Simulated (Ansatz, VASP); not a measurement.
## V in VASP and in Ansatz

```
CELL_PARAMETERS angstrom
-1.55270 1.55270 1.55270
1.55270 -1.55270 1.55270
1.55270 1.55270 -1.55270
ATOMIC_POSITIONS crystal
V 0.00000 0.00000 0.00000
```

Alike in both runs: task single point; functional BLYP; k mesh 24 × 24 × 24; occupations fermi-dirac, width 0.1 eV; no spin polarisation.

```csv
,VASP,Ansatz
version,VASP 6.6.1,Ansatz 0.2.0
potentials or method,"VASP PAW PBE potentials, release 64 (V_sv)","plane waves (420 eV) with PAW, scalar-relativistic"
plane-wave cutoff (eV),520,420
valence electrons in the cell,13,13
```

VASP gave:

| Property | Result |
| --- | --- |
| pressure (GPa) | -10.8 |

Which values does Ansatz return?

Pressure (GPa): -11.0.

Caveats: the PAW data sets were made with another functional, which shifts forces and pressure a little (VASP).
